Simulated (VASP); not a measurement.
# Ge: molecular dynamics at constant energy

Ge, Imma (no. 74), 16 atoms in the cell. PBE, molecular dynamics; PAW potentials Ge (PBE set).

Ensemble: NVE; Starting temperature (K): 1600.

## Input

INCAR:
```
SYSTEM = Ge
  ALGO = Fast
  EDIFF = 1E-6
  ENCUT = 200
  GGA = PE
  IBRION = 0
  ISIF = 2
  ISMEAR = -1
  ISYM = 0
  KPAR = 2
  LASPH = .TRUE.
  LCHARG = .FALSE.
  LREAL = Auto
  LWAVE = .FALSE.
  MDALGO = 2
  NELM = 60
  NELMIN = 4
  NSW = 60
  POTIM = 3.0
  PREC = Normal
  RANDOM_SEED = 58099 0 0
  SIGMA = 0.069
  SMASS = -3
  TEBEG = 1600
```

KPOINTS:
```
k-points
0
Monkhorst-Pack
  2 2 2
```

POSCAR:
```
Ge
1.0
    9.9835920000      0.0000000000      0.0000000000
    0.0000000000      5.3017260000      0.0000000000
    0.0000000000      0.0000000000      5.7477880000
Ge
16
Direct
    0.0000000000      0.7500000000      0.0320285000
    0.0000000000      0.7500000000      0.5320285000
    0.5000000000      0.7500000000      0.0320285000
    0.5000000000      0.7500000000      0.5320285000
    0.0000000000      0.2500000000      0.4679715000
    0.0000000000      0.2500000000      0.9679715000
    0.5000000000      0.2500000000      0.4679715000
    0.5000000000      0.2500000000      0.9679715000
    0.2500000000      0.2500000000      0.2820285000
    0.2500000000      0.2500000000      0.7820285000
    0.7500000000      0.2500000000      0.2820285000
    0.7500000000      0.2500000000      0.7820285000
    0.2500000000      0.7500000000      0.2179715000
    0.2500000000      0.7500000000      0.7179715000
    0.7500000000      0.7500000000      0.2179715000
    0.7500000000      0.7500000000      0.7179715000
```

Commands:
```
cat potpaw_PBE.64/Ge/POTCAR > POTCAR
mpirun -np 2 vasp_std > vasp.out
```

## Result

- Rise of the mean potential energy above the start (meV/atom): 80.6
- Mean temperature (K): 936
- Electronic steps per ionic step after the first: 5.0

Course of the run:

| Time (fs) | Temperature (K) | Potential energy less the first (meV/atom) |
|---|---|---|
| 3 | 1600 | 0.0 |
| 18 | 1419 | 22.0 |
| 30 | 1089 | 62.0 |
| 45 | 791 | 98.3 |
| 57 | 824 | 94.2 |
| 72 | 1019 | 70.5 |
| 84 | 1105 | 60.1 |
| 99 | 1034 | 68.7 |
| 111 | 871 | 88.5 |
| 126 | 685 | 111.1 |
| 138 | 643 | 116.2 |
| 153 | 684 | 111.2 |
| 165 | 733 | 105.3 |
| 180 | 771 | 100.6 |

The mean temperature lies below the starting 1600 K, since the atoms start on their sites and part of their kinetic energy turns into potential energy.

REPORT:
```
MDALGO =   2
               SCALING =       0
                 CNEXP =     9.000   14.000
           RANDOM_SEED =             58099                0                0

   original number of atomic DOF:         45
   number of independent constraints:      0
   number of active DOF:                  45

========================================
         MD step No.       1
========================================

  Atomic velocities initialized by STEP_tb

  >Energies
                    E_tot             E_pot             E_kin               EPS                ES
   e_b>   -0.65993585E+02   -0.69096640E+02    0.31030550E+01    0.00000000E+00    0.00000000E+00

  >Temperature
               T_sim     T_inst
   tmprt>   1600.000   1600.411

  >Thermostat:
           s(n+1) sdot(n+1)      s(n)   sdot(n)        Qs
   s_b>   0.00000   0.00000   0.00000   0.00000  -3.00000

           RANDOM_SEED =             58099               96                0

[... steps left out ...]

========================================
         MD step No.      60
========================================

  >Energies
                    E_tot             E_pot             E_kin               EPS                ES
   e_b>   -0.65991872E+02   -0.67486773E+02    0.14949010E+01    0.00000000E+00    0.00000000E+00

  >Temperature
               T_sim     T_inst
   tmprt>   1600.000    771.000

  >Thermostat:
           s(n+1) sdot(n+1)      s(n)   sdot(n)        Qs
   s_b>   0.00000   0.00000   0.00000   0.00000  -3.00000

           RANDOM_SEED =             58099               96                0
```

OSZICAR:
```
N       E                     dE             d eps       ncg     rms          rms(c)
DAV:   1     0.108175271006E+03    0.10818E+03   -0.13243E+04   328   0.593E+02
DAV:   2    -0.595188860625E+02   -0.16769E+03   -0.16112E+03   421   0.130E+02
DAV:   3    -0.690529294926E+02   -0.95340E+01   -0.92836E+01   400   0.314E+01
DAV:   4    -0.691974064717E+02   -0.14448E+00   -0.14345E+00   400   0.382E+00
DAV:   5    -0.692004493374E+02   -0.30429E-02   -0.30408E-02   416   0.381E-01    0.544E+00
RMM:   6    -0.691363754796E+02    0.64074E-01   -0.22358E-02   328   0.588E-01    0.325E+00
RMM:   7    -0.690959161587E+02    0.40459E-01   -0.57948E-02   328   0.939E-01    0.209E-01
RMM:   8    -0.690965750094E+02   -0.65885E-03   -0.42464E-03   332   0.261E-01    0.370E-02
RMM:   9    -0.690966197810E+02   -0.44772E-04   -0.43896E-04   340   0.640E-02    0.117E-02
RMM:  10    -0.690966348600E+02   -0.15079E-04   -0.87563E-05   333   0.238E-02    0.486E-03
RMM:  11    -0.690966393909E+02   -0.45309E-05   -0.18511E-05   300   0.973E-03    0.713E-04
RMM:  12    -0.690966396595E+02   -0.26859E-06   -0.36995E-06   204   0.335E-03
[... left out ...]
     59 T=   768. E= -.65991800E+02 F= -.67480005E+02 E0= -.67447504E+02  EK= 0.14882E+01 SP= 0.00E+00 SK= 0.00E+00
[... last step whole ...]
       N       E                     dE             d eps       ncg     rms          rms(c)
DAV:   1    -0.674865307855E+02   -0.65265E-02   -0.90882E-03   599   0.137E+00    0.661E-03
RMM:   2    -0.674867303841E+02   -0.19960E-03   -0.19403E-03   331   0.110E-01    0.303E-03
RMM:   3    -0.674867675581E+02   -0.37174E-04   -0.33097E-04   359   0.417E-02    0.249E-03
RMM:   4    -0.674867721774E+02   -0.46193E-05   -0.44097E-05   313   0.152E-02    0.187E-03
RMM:   5    -0.674867729315E+02   -0.75414E-06   -0.82882E-06   248   0.693E-03
     60 T=   771. E= -.65991872E+02 F= -.67486773E+02 E0= -.67454739E+02  EK= 0.14949E+01 SP= 0.00E+00 SK= 0.00E+00
```

Limits: 180 fs of 16 atoms are too short for converged averages; the cell is only 5.3 Å across, so each atom moves in step with near copies of itself.

VASP 6.6.1 took 476 s on 2 cores (Intel Xeon Platinum 8259CL @ 2.50GHz (Skylake/Cascade Lake)), a shared host.
